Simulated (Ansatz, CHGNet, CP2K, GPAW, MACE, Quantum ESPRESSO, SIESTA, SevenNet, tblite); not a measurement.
## Hcp Mg, size series (64 atoms) in Quantum ESPRESSO

Wanted: Quantum ESPRESSO inputs and outputs for hcp Mg, size series (64 atoms), checked against a plane-wave reference.

Program: Quantum ESPRESSO 7.5. Level of theory: the method is named at each step. Results are calculated unless marked as measured.

### Step 1. Set-up

The cell holds 64 atoms: 64 Mg. Its edges and angles: a = 12.836 Å, b = 12.836 Å, c = 10.422 Å, α = 90.0°, β = 90.0°, γ = 120.0°. It derives from Mg (hcp), repeated 4×4×2. Hcp Mg (a = 3.209 Å, c = 5.211 Å), 4 x 4 x 2 conventional cells; every coordinate displaced by a Gaussian of 0.03 Å. Then every atom was moved at random, 0.05 Å r.m.s. a Cartesian component.

The yardstick, on the same geometry:

| Property | Result |
| --- | --- |
| method | Kohn-Sham DFT, PBE, PAW, plane waves (Ansatz 0.2.0); cutoff 420 eV, Γ point, fermi-dirac smearing of 0.05 eV; PAW set soft_2 |
| r.m.s. force component | 0.1698 eV/Å |
| longest force | 0.5453 eV/Å |
| pressure | -0.388 GPa |
| SCF cycles | 8 |
| time | 18 s on 4 threads of Arm Neoverse V1, shared host |
| CPU time | 67 s |

### Step 2. PBE, sssp-1.3.0-efficiency, 45/360 Ry

Method: Kohn-Sham DFT, PBE, SSSP efficiency 1.3.0 pseudopotentials, plane waves.

pw.in

```
&control
  calculation = 'scf'
  pseudo_dir = './pseudo'
  outdir = './tmp'
  disk_io = 'none'
  tprnfor = .true.
  tstress = .true.
/
&system
  ibrav = 0
  nat = 64
  ntyp = 1
  ecutwfc = 45
  ecutrho = 360
  nosym = .true.
  occupations = 'smearing'
  smearing = 'fd'
  degauss = 0.003675
/
&electrons
  conv_thr = 3.2e-07
  electron_maxstep = 100
  mixing_beta = 0.2
  mixing_mode = 'local-TF'
  diagonalization = 'david'
/
ATOMIC_SPECIES
Mg 24.305 Mg.upf
CELL_PARAMETERS angstrom
12.83600 0.00000 0.00000
-6.41800 11.11630 0.00000
0.00000 0.00000 10.42200
ATOMIC_POSITIONS crystal
Mg 0.99616 0.99948 0.99967
Mg 0.07718 0.16389 0.23533
Mg 0.99592 0.99945 0.50077
Mg 0.08602 0.17232 0.74943
Mg 0.00107 0.25599 0.00279
Mg 0.08472 0.41578 0.25303
Mg 0.00285 0.24596 0.49653
Mg 0.07941 0.41752 0.74278
Mg 0.00008 0.50890 0.99228
Mg 0.07653 0.65779 0.24975
Mg 0.99486 0.49435 0.49546
Mg 0.08797 0.66500 0.75347
Mg 0.99842 0.74849 0.99272
Mg 0.08743 0.91697 0.24079
Mg 0.00105 0.75093 0.49010
Mg 0.08350 0.92150 0.76448
Mg 0.25707 0.00059 0.99817
Mg 0.33456 0.16676 0.24410
Mg 0.25435 0.99729 0.50138
Mg 0.33152 0.16019 0.75281
Mg 0.25199 0.25307 0.99543
Mg 0.32913 0.40328 0.25678
Mg 0.24509 0.25123 0.50046
Mg 0.33120 0.40740 0.75113
Mg 0.24614 0.50612 0.00011
Mg 0.33355 0.66856 0.25303
Mg 0.25065 0.49368 0.50705
Mg 0.33558 0.66479 0.74992
Mg 0.24105 0.74694 0.00103
Mg 0.33348 0.91637 0.25413
Mg 0.24573 0.75095 0.49241
Mg 0.34519 0.91748 0.75136
Mg 0.50103 0.99766 0.00364
Mg 0.58297 0.17171 0.24839
Mg 0.49200 0.00013 0.49805
Mg 0.58733 0.16946 0.75722
Mg 0.49037 0.24522 0.99682
Mg 0.57785 0.40730 0.23869
Mg 0.50032 0.24776 0.50295
Mg 0.58477 0.41442 0.74014
Mg 0.50758 0.50206 0.00236
Mg 0.59242 0.67254 0.24557
Mg 0.49809 0.49573 0.50096
Mg 0.57791 0.66301 0.75057
Mg 0.49225 0.73928 0.00875
Mg 0.59457 0.92127 0.24426
Mg 0.49706 0.73861 0.49218
Mg 0.58289 0.91649 0.74478
Mg 0.75186 0.99863 0.01117
Mg 0.83111 0.16266 0.25013
Mg 0.74780 0.00730 0.50239
Mg 0.83508 0.16276 0.75923
Mg 0.75226 0.24870 0.00657
Mg 0.83276 0.41324 0.24668
Mg 0.75872 0.25492 0.50507
Mg 0.82094 0.41136 0.74348
[... 4 atom lines left out ...]
Mg 0.74499 0.74060 0.00052
Mg 0.82794 0.91621 0.24743
Mg 0.74360 0.74382 0.49816
Mg 0.84095 0.91391 0.74962
K_POINTS gamma
```

The run is started by

```sh
$ OMP_NUM_THREADS=1 mpirun -np 4 pw.x -in pw.in > output.txt
```

The program printed:

```text
Program PWSCF
     gamma-point specific algorithms are used
     Parallelization info
     sticks:   dense  smooth     PW     G-vecs:    dense   smooth      PW
     Min        3649    1820    452               289370   102295   12804
     Max        3650    1824    454               289374   102296   12807
     Sum       14599    7291   1813              1157489   409183   51223
     bravais-lattice index     =            0
     lattice parameter (alat)  =      24.2565  a.u.
     unit-cell volume          =   10035.4682 (a.u.)^3
     number of atoms/cell      =           64
     number of atomic types    =            1
     number of electrons       =       128.00
     number of Kohn-Sham states=           77
     kinetic-energy cutoff     =      45.0000  Ry
     charge density cutoff     =     360.0000  Ry
     scf convergence threshold =      3.2E-07
     mixing beta               =       0.2000
     number of iterations used =            8  local-TF  mixing
     Exchange-correlation= SLA  PW   PBX  PBC
                           (   1   4   3   4   0   0   0)
     crystal axes: (cart. coord. in units of alat)
               a(1) = (   1.000000   0.000000   0.000000 )
               a(2) = (  -0.500000   0.866025   0.000000 )
               a(3) = (   0.000000   0.000000   0.811935 )
     reciprocal axes: (cart. coord. in units 2 pi/alat)
               b(1) = (  1.000000  0.577350 -0.000000 )
               b(2) = (  0.000000  1.154701  0.000000 )
               b(3) = (  0.000000 -0.000000  1.231625 )
     PseudoPot. # 1 for Mg:
     Pseudo is Projector augmented-wave + core cor, Zval =  2.0
     atomic species   valence    mass     pseudopotential
     Mg                2.00    24.30500     Mg( 1.00)
     No symmetry found
   Cartesian axes
     number of k points=     1  Fermi-Dirac smearing, width (Ry)=  0.0037
                       cart. coord. in units 2pi/alat
        k(    1) = (   0.0000000   0.0000000   0.0000000), wk =   2.0000000
     Dense  grid:   578745 G-vectors     FFT dimensions: ( 150, 150, 120)
     Smooth grid:   204592 G-vectors     FFT dimensions: ( 108, 108,  90)
     Initial potential from superposition of free atoms
     starting charge     127.9409, renormalised to     128.0000
     Starting wfcs are  256 randomized atomic wfcs
     Self-consistent Calculation
     iteration #  1     ecut=    45.00 Ry     beta= 0.20
     Threshold (ethr) on eigenvalues was too large:
     Diagonalizing with lowered threshold
     total energy              =   -2151.49127196 Ry
     estimated scf accuracy    <       0.28831834 Ry
     iteration #  2     ecut=    45.00 Ry     beta= 0.20
     total energy              =   -2151.47384124 Ry
     estimated scf accuracy    <       0.21912764 Ry
     iteration #  3     ecut=    45.00 Ry     beta= 0.20
     total energy              =   -2151.47978331 Ry
     estimated scf accuracy    <       0.00265869 Ry
     iteration #  4     ecut=    45.00 Ry     beta= 0.20
     total energy              =   -2151.48923986 Ry
     estimated scf accuracy    <       0.00298151 Ry
     iteration #  5     ecut=    45.00 Ry     beta= 0.20
     total energy              =   -2151.48638567 Ry
     estimated scf accuracy    <       0.00373787 Ry
     iteration #  6     ecut=    45.00 Ry     beta= 0.20
     total energy              =   -2151.48686718 Ry
     estimated scf accuracy    <       0.00002612 Ry
     iteration #  7     ecut=    45.00 Ry     beta= 0.20
     total energy              =   -2151.48709183 Ry
     estimated scf accuracy    <       0.00004087 Ry
     iteration #  8     ecut=    45.00 Ry     beta= 0.20
     total energy              =   -2151.48706264 Ry
     estimated scf accuracy    <       0.00004731 Ry
     iteration #  9     ecut=    45.00 Ry     beta= 0.20
     total energy              =   -2151.48707259 Ry
     estimated scf accuracy    <       0.00000765 Ry
     iteration # 10     ecut=    45.00 Ry     beta= 0.20
     total energy              =   -2151.48707266 Ry
     estimated scf accuracy    <       0.00001372 Ry
     iteration # 11     ecut=    45.00 Ry     beta= 0.20
     total energy              =   -2151.48707078 Ry
     estimated scf accuracy    <       0.00000878 Ry
     iteration # 12     ecut=    45.00 Ry     beta= 0.20
     total energy              =   -2151.48707140 Ry
     estimated scf accuracy    <       0.00000096 Ry
     iteration # 13     ecut=    45.00 Ry     beta= 0.20
     End of self-consistent calculation
          k = 0.0000 0.0000 0.0000 ( 25612 PWs)   bands (ev):
    -3.3672  -2.1909  -2.1835  -2.1603  -2.1486  -2.1471  -2.0967  -1.9875
    -1.9575  -0.8838  -0.8475  -0.8345  -0.8282  -0.8191  -0.7861  -0.7617
    -0.7571  -0.7484  -0.7162  -0.6964  -0.6880   0.1776   0.2220   0.2297
     0.2478   0.2550   0.3087   1.3564   1.3656   1.3890   1.3984   1.4122
     1.4231   1.4795   1.5198   1.5246   1.5387   1.5413   1.5531   1.5768
     1.5892   1.6025   1.6108   1.6340   1.6435   1.8866   2.2563   2.4212
     2.4291   2.4332   2.4418   2.4591   2.4670   2.9531   2.9566   2.9753
     2.9948   2.9974   3.0418   3.0778   3.0837   3.0909   3.1048   3.1149
     3.1287   3.3782   3.3849   3.4086   3.4178   3.4381   3.4809   4.4510
     4.4796   4.4881   4.5314   4.5572   4.5809
     the Fermi energy is     3.1865 ev
!    total energy              =   -2151.48707209 Ry
     total all-electron energy =    -25642.956429 Ry
     estimated scf accuracy    <       0.00000025 Ry
     smearing contrib. (-TS)   =      -0.02590731 Ry
     internal energy E=F+TS    =   -2151.46116478 Ry
     The total energy is F=E-TS. E is the sum of the following terms:
     one-electron contribution =      89.82946336 Ry
     hartree contribution      =       0.36082221 Ry
     xc contribution           =    -101.79172899 Ry
     ewald contribution        =    -136.88951432 Ry
     one-center paw contrib.   =   -2002.97020705 Ry
     convergence has been achieved in  13 iterations
     Forces acting on atoms (cartesian axes, Ry/au):
     atom    1 type  1   force =     0.00268976   -0.00042167   -0.00175677
     atom    2 type  1   force =     0.00631376   -0.00134928    0.01487339
     atom    3 type  1   force =     0.00660611   -0.00092171   -0.00376447
     atom    4 type  1   force =    -0.00125115   -0.00563765    0.00021240
     atom    5 type  1   force =     0.00051069    0.00044690   -0.00729395
     atom    6 type  1   force =    -0.00201021   -0.00008537   -0.00243167
     atom    7 type  1   force =    -0.00639602    0.00173226    0.00046060
     atom    8 type  1   force =     0.00232554   -0.00339635    0.00478544
     atom    9 type  1   force =     0.00377653   -0.01288835    0.00653792
     atom   10 type  1   force =     0.00127833    0.00635201   -0.00574614
     atom   11 type  1   force =     0.00473922    0.00619005    0.00423457
     atom   12 type  1   force =    -0.00704420    0.00593760   -0.01608565
[...]
atom   60 type  1   force =     0.00676557    0.00038190    0.00354887
     atom   61 type  1   force =     0.00249064    0.01060038   -0.00721903
     atom   62 type  1   force =     0.01271856   -0.00204723    0.00955536
     atom   63 type  1   force =     0.00284084    0.00675270   -0.00150149
     atom   64 type  1   force =    -0.01226665    0.00011359    0.00255010
     Total force =     0.091171     Total SCF correction =     0.000286
     Computing stress (Cartesian axis) and pressure
          total   stress  (Ry/bohr**3)                   (kbar)     P=       -5.08
  -0.00000856   0.00000270   0.00000036           -1.26        0.40        0.05
   0.00000270  -0.00000880  -0.00000208            0.40       -1.29       -0.31
   0.00000036  -0.00000208  -0.00008616            0.05       -0.31      -12.67
     Message from routine punch:
     Nothing written, as per user request (disk_io='none')
```

Wall time 53 s (4 MPI ranks of Arm Neoverse V1, shared host); peak memory 2.6 GiB; 3.5 min of CPU time.

Banners, paths, timers and routine set-up lines are dropped from the logs unmarked, and long logs keep their key lines alone; longer cuts are marked.

Against the reference:

```
r.m.s. force component                  : 0.1692 eV/Å
r.m.s. difference of force components   : 0.752 meV/Å
longest difference of force vectors     : 2.314 meV/Å
force difference over r.m.s. force      : 0.4429 %
slope of forces against the reference's : 0.9962
correlation of force components         : 1
pressure                                : -0.5073 GPa
pressure difference                     : -0.1193 GPa
```

The surroundings of Mg16, which bears the longest force, nearest first, numbered as they follow in the input and with coordinates relative to it.

| atom | x | y | z | distance (Å) | bonds | Fx | Fy | Fz (eV/Å) |
| --- | --- | --- | --- | --- | --- | --- | --- | --- |
| Mg16 | 0.00 | 0.00 | 0.00 | 0.00 | 12 | 0.193 | -0.128 | -0.493 |
| Mg13 | 0.02 | -1.92 | 2.38 | 3.06 | 12 | -0.074 | 0.070 | 0.182 |
| Mg1 | -1.62 | 0.87 | 2.45 | 3.06 | 12 | 0.069 | -0.011 | -0.045 |
| Mg64 | -3.06 | -0.08 | -0.15 | 3.07 | 12 | -0.315 | 0.003 | 0.066 |
| Mg17 | 1.72 | 0.88 | 2.44 | 3.11 | 12 | -0.174 | -0.097 | 0.106 |
| Mg20 | 1.65 | 2.65 | -0.12 | 3.13 | 12 | -0.014 | 0.072 | -0.193 |
| Mg4 | -1.58 | 2.79 | -0.16 | 3.21 | 12 | -0.032 | -0.145 | 0.005 |
| Mg60 | -1.63 | -2.84 | -0.24 | 3.29 | 12 | 0.174 | 0.010 | 0.091 |
| Mg3 | -1.62 | 0.87 | -2.75 | 3.31 | 12 | 0.170 | -0.024 | -0.097 |
| Mg12 | 1.70 | -2.85 | -0.11 | 3.32 | 12 | -0.181 | 0.153 | -0.414 |
| Mg19 | 1.71 | 0.84 | -2.74 | 3.34 | 12 | -0.359 | 0.101 | 0.071 |
| Mg32 | 3.38 | -0.04 | -0.14 | 3.39 | 12 | -0.282 | -0.102 | -0.062 |
| Mg15 | 0.04 | -1.90 | -2.86 | 3.43 | 12 | -0.086 | 0.017 | 0.279 |

Forces lie 0.44 % from the reference's, at 3.2 times its CPU time.

### Step 3. Outcome

| Item | Value |
| --- | --- |
| force difference from the reference | QE PBE, sssp-1.3.0-efficiency, 45/360 Ry, 0.44 % |
| its CPU time | 3.5 min |

PBE on plane waves or a grid with other potentials, cutoffs or grids differs from the reference by 0.44 % (QE PBE, sssp-1.3.0-efficiency, 45/360 Ry) of the r.m.s. force; this holds the reference's own error, so differences of a few per cent don't tell which side is nearer the exact PBE result (QE's 45 Ry are 612 eV, against the reference's 420 eV). The potentials hold different valence shells: 640 electrons in the reference, 128 in Quantum ESPRESSO with SSSP; this bears on time and differences. The electronic-structure runs sample only Γ, in a cell whose shortest periodic width is 10 Å, which is coarse for a cell with partly filled levels.

[Also dropped from logs without a mark: logging warnings of Python, and SIESTA's first energy breakdown and zero terms.]

[Logs are printed without paths, hosts, clocks, repeated set-up lines and the standing remarks that a program may print on its own settings, such as how far it seeks lower states.]

[Hosts, paths, dates, database ids (printed as entryN), source tags and the programs' standing remarks are cut or masked in the printed files.]
